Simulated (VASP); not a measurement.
Write the native input for VASP 6.6.1 that does the following.

```yaml
Task: relaxation of the atoms
Functional: LDA
Potentials_or_basis: VASP PAW LDA potentials, release 64 (Ca_sv, F)
Cutoff: 600 eV
k_mesh: 8 × 8 × 8
Occupations: gaussian, width 0.03 eV
Spin: no spin polarisation
Further_INCAR_settings: ALGO = Fast; EDIFF = 1e-07; IBRION = 2; EDIFFG = -0.01; NSW = 40
```

The structure of CaF2 (Fluorite) lies in POSCAR:

```
CaF2                                    
1.0
    0.0000000000      2.6312864637      2.6312864637
    2.6312864637      0.0000000000      2.6312864637
    2.6312864637      2.6312864637      0.0000000000
  Ca              F             
     1     2
Direct
     1.0000000000000000    0.0000000000000000    0.0000000000000000
     0.2500000000000000    0.2500000000000000    0.2500000000000000
     0.7500000000000000    0.7500000000000000    0.7500000000000000
```

The cell isn't the ideal one: a relaxed cell with its volume scaled by 0.96.

The input as run:

INCAR

```
PREC = Accurate ; ENCUT = 600
EDIFF = 1E-7 ; ISMEAR = 0
SIGMA = 0.03 ; LREAL = F
LASPH = T ; NELM = 80
ALGO = Fast ; ISIF = 2
LWAVE = F ; LCHARG = F
IBRION = 2 ; NSW = 40
EDIFFG = -0.01
```

KPOINTS

```
Automatic mesh
0
Gamma
  8 8 8
```

Potentials or basis: VASP PAW LDA potentials, release 64 (Ca_sv, F).

Command:

```bash
$ cat potpaw_LDA.64/Ca_sv/POTCAR potpaw_LDA.64/F/POTCAR > POTCAR
$ mpirun -np 1 vasp_std > vasp.out
```

It gave:

The pressure after relaxing is 4.6 GPa and the band gap on the k mesh is 7.58 eV, indirect (least direct gap 7.86 eV).

Caveat: the relaxation stopped at its first step, so nothing moved.

It took 17 s on 1 thread of Intel(R) Xeon(R) 6975P-C (Granite Rapids) (shared host), peak memory 0.15 GiB.
